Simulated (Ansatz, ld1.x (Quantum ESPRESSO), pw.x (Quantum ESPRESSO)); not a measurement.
Equation-of-state test of one TM potential (zirconium (Zr))

- Element: Zr (Z = 40)
- Generator: ld1.x (Quantum ESPRESSO) 7.5
- Type: norm-conserving Troullier–Martins (Kleinman–Bylander form)
- Functional: PBE
- Relativity: scalar-relativistic
- Frozen core: [Kr]
- Valence charge: 4
- Reference configuration: 4d2 5s1.5 5p0 (charge +0.5)
- Partial waves: 5s (bound): rc 2.25 bohr; 5p (bound, empty): rc 3.40 bohr; 4d (bound): rc 2.90 bohr
- Local potential: all-electron potential smoothed inside 3.05 bohr (lloc = -1)
- Core correction: a·sin(br)/r model core inside 2.00 bohr

Crystal test: sc Zr in pw.x 7.5, no spin, 11³ k-points, Fermi–Dirac smearing 0.01 Ry, cutoffs 50/200 Ry. The reference is all-electron LAPW (Ansatz 0.2.0) with the same functional, mesh and smearing; V0 and B0 come from Birch–Murnaghan fits to the pressures at five volumes. Errors are pseudo minus all-electron; Δ is the rms difference of the E(V) curves that follow from these fits, minima aligned, over ±6 % about the mean V0. Mesh and smearing are coarse, so the numbers serve the comparison and aren't converged zero-temperature values; the lattice is a test structure that the element need not adopt.

All-electron: a0 = 2.917 Å (V0 = 24.83 Å³/atom), B0 = 65.9 GPa.

How far does the potential miss the all-electron equation of state?

mean pressure error (GPa): -0.73; a0 (Å): 2.906; a0 error (%): -0.38; B0 error (%): -1.2; Δ (meV/atom): 4.1. The largest radius (3.40 bohr) exceeds half the bond length (2.76 bohr), so the spheres overlap, which is one possible source of error among others. The logarithmic derivative shows an extra or strongly shifted pseudo pole above the reference energy (s near 0.74 Ry).

```tsv
V (Å³/atom)	P all-electron (GPa)	P pseudo (GPa)
23.789	3.03	2.14
24.415	1.13	0.35
25.041	-0.56	-1.26
25.667	-2.07	-2.71
26.293	-3.42	-4.02
```

At the middle volume, how do free energy and pressure move when the wave cutoff is lowered (ecutrho kept at four times it)?

| cutoff (Ry) | shift of F (meV/atom) | shift of P (GPa) |
| --- | --- | --- |
| 22 | +50.6 | -2.05 |
| 30 | +7.0 | +0.02 |
| 40 | +3.3 | -0.09 |

The run at the middle volume (56 k-points, 7 iterations) took about 3.7 s on one core of a shared host (Neoverse-V1, 32 threads, 247 GiB, load 14).
